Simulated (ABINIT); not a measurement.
Write the native input for ABINIT 10.8.3 (patched build) that does the following.

```yaml
Task: band structure
Functional: PBEsol
Potentials_or_basis: JTH PAW PBE v2.0
Cutoff: 707 eV
k_mesh: 13 × 13 × 13
Occupations: fermi-dirac, width 0.05 eV
Spin: no spin polarisation
Fine-grid_cutoff: 1306.15 eV
```

Crystal: BN.

```
N B
1.0
     0.00000    3.49532    2.16609
     1.25163    0.00000    2.16609
     1.25163    3.49532    0.00000
N B
1 1
Direct
  0.66665 0.66665 0.33335
  0.00005 0.00005 0.99995
```

Measurements of this composition are mostly on another form, of space group No. 194.

One way to write it, as run:

run.abi

```
ndtset 2

pp_dirpath "./"
pseudos "N.GGA_PBE-JTH.xml, B.GGA_PBE-JTH.xml"

acell 7.7707008861 4.7275396615 7.0159033126
rprim
     0.0000000000     0.8500120819     0.5267631922
     0.5003113770     0.0000000000     0.8658455555
     0.3371257802     0.9414596159     0.0000000000
ntypat 2
znucl 7 5
natom 2
typat 1 2
xred
     0.6666513400     0.6666513400     0.3333486600
     0.0000486500     0.0000486500     0.9999513500
chkprim 0
chksymtnons 0
tolsym 1.0e-6

ecut 26.0
pawecutdg 48.0
pawxcdev 0
pawovlp 30

ixc -116133

occopt 3
tsmear 0.05 eV

nstep 100

iomode 3
prtwf 0
prteig 0
prtebands 0
enunit 1
prtden1 1

kptopt1 1
ngkpt1 13 13 13
nshiftk1 1
shiftk1 0.0 0.0 0.0
nband1 8
tolvrs1 1.0e-9

iscf2 -2
getden2 1
nband2 14
nbdbuf2 4
tolwfr2 1.0e-11
kptopt2 -7
ndivsm2 6
prteig2 1
kptbounds2
     0.0000000000     0.0000000000     0.0000000000
    -0.5000000000    -0.5000000000     0.0000000000
    -1.0000000000    -0.5000000000    -0.5000000000
    -0.5000000000     0.0000000000    -0.5000000000
     0.0000000000     0.0000000000     0.0000000000
     0.0000000000    -0.3655286517    -0.3655286517
    -0.5000000000    -0.6985850042    -0.1985850042
    -0.5000000000    -0.5000000000     0.0000000000
```

Potentials or basis: JTH PAW PBE v2.0.

Launch:

```bash
$ abinit run.abi > log 2>&1
```

Results of the run:

* Pressure: 1.0 GPa
* Largest force: 0.011 eV/Å
* Band gap on the k mesh: 3.79 eV, indirect (least direct gap 4.58 eV)
* Band gap along the path: 3.66 eV, indirect (least direct gap 4.48 eV)

Caveat: the PAW data sets were made with another functional, which shifts forces and pressure a little; the mesh misses the band edges, which the band path finds closer together; the atomic spheres overlap.

Run time: 110 s on 1 thread of Arm Neoverse V2 (shared host), peak memory 0.17 GiB.
